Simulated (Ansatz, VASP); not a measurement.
**One calculation of CdS (Hawleyite), two programs**

```
Cd S
1.0
     0.00000    2.96321    2.96321
     2.96321    0.00000    2.96321
     2.96321    2.96321    0.00000
Cd S
1 1
Direct
  0.00000 0.00000 0.00000
  0.25000 0.25000 0.25000
```

Alike in both runs: functional PBE; k mesh 8 × 8 × 8; occupations gaussian, width 0.02 eV; no spin polarisation.

Ansatz relaxed the structure, and its values are those at the end. VASP's run is a single point on that final structure, the one shown.

|  | VASP | Ansatz |
| --- | --- | --- |
| version | VASP 6.6.1 | Ansatz 0.2.0 |
| potentials or method | VASP PAW PBE potentials, release 64 (Cd, S) | scalar-relativistic, plane waves, PAW |
| plane-wave cutoff (eV) | 520 | 420 |
| valence electrons in the cell | 18 | 26 |

```tsv
	VASP	Ansatz	Ansatz less VASP
gap on the k mesh at the Fermi level (eV)	1.04	1.04	-0.002
least direct gap on the mesh (eV)	1.04	1.04	-0.002
pressure (GPa)	0.3	0.0	-0.29
```

With one functional, cell and mesh, what is left measures potentials, basis and numerics. The two sets of potentials don't hold the same shells in valence.
